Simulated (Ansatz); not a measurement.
# SiNi2: the cost of one run

Program: Ansatz 0.2.0. Level of theory: DFT r2SCAN, scalar-relativistic, plane waves, PAW. These are calculated values, not measurements.

1 further run of the same task is left out (set aside as unsound or not needed). Runs told in other sessions of the task aren't counted.

## Step 1: The starting structure

The structure is hexagonal, space group P6_3/mmc (No. 194). The conventional cell has a = 3.870 Å, b = 3.870 Å, c = 4.927 Å, α = 90.00°, β = 90.00°, γ = 120.00°. Si (site symmetry -6m2) has 11 Ni at 2.23 to 2.55 Å in its first shell of neighbours. Around Ni (site symmetry -3m) lie 8 Ni at 2.46 to 2.55 Å and 6 Si at 2.55 Å. Around Ni (site symmetry -6m2) lie 5 Si at 2.23 to 2.46 Å and 6 Ni at 2.55 Å.

Coordinates:

```cif
data_structure
_symmetry_space_group_name_H-M 'P 1'
_symmetry_Int_Tables_number 1
_cell_length_a 3.8695
_cell_length_b 3.8695
_cell_length_c 4.9268
_cell_angle_alpha 90.000
_cell_angle_beta 90.000
_cell_angle_gamma 120.000
_cell_volume 63.89
loop_
_atom_site_label
_atom_site_type_symbol
_atom_site_fract_x
_atom_site_fract_y
_atom_site_fract_z
_atom_site_occupancy
Si1 Si 0.33333 0.66667 0.75000 1
Si2 Si 0.66667 0.33333 0.25000 1
Ni1 Ni 0.00000 0.00000 0.00000 1
Ni2 Ni 0.00000 0.00000 0.50000 1
Ni3 Ni 0.33333 0.66667 0.25000 1
Ni4 Ni 0.66667 0.33333 0.75000 1
```

This cell was relaxed beforehand with the same method: volume 10.65 Å³/atom, gap on the mesh none (metal).

## Step 2: The reference cell

Reference values: F = -24662.1866 eV; pressure 0.05 GPa; largest force 0.000 eV/Å; gap on the mesh none (metal). It was computed beforehand with the settings of the runs below.

## Step 3: Setting up rattled cells

All atoms are moved at random with no net shift, in some cells together with a random strain.

## Step 4: Point rms move = 0.343 Å

The input, input.yaml:

```yaml
crystal:
  lattice:
    - [3.8726563591, -0.1412488244, -0.0240886095]
    - [-2.0586532497, 3.3921042636, 0.1376131049]
    - [-0.0306702765, 0.1846107863, 4.93926163]
  atoms:
    - { symbol: Si, position: [0.3999788509, 0.7093788493, 0.7801089473] }
    - { symbol: Si, position: [0.6811813776, 0.3772276793, 0.3000912492] }
    - { symbol: Ni, position: [-0.0093056959, -0.0131087771, 0.0407346218] }
    - { symbol: Ni, position: [-0.0921292025, -0.0160381441, 0.4530581448] }
    - { symbol: Ni, position: [0.4304416704, 0.713979876, 0.2416076508] }
    - { symbol: Ni, position: [0.5898329995, 0.2285605166, 0.6843993861] }
basis:
  ecutwfc: 500
kpoints:
  mp_grid: { grid: [12, 12, 10] }
hamiltonian:
  xc: r2scan
scf:
  occupations: { method: gaussian, width: 0.15 }
output:
  forces: true
  stress: true
  eigenvalues: true
```

Started as:

```console
ansatz run input.yaml --threads 2 --pin off --max-ram 5120MiB --backend cpu --events-out ev --progress --plain --runs-dir out
```

**Question.** How long does this run take on 2 threads of Oxide Virtual Turin-like (Zen 5), shared host, and how much memory does it need?

About 3.3 min, with a peak of 2.1 GiB.
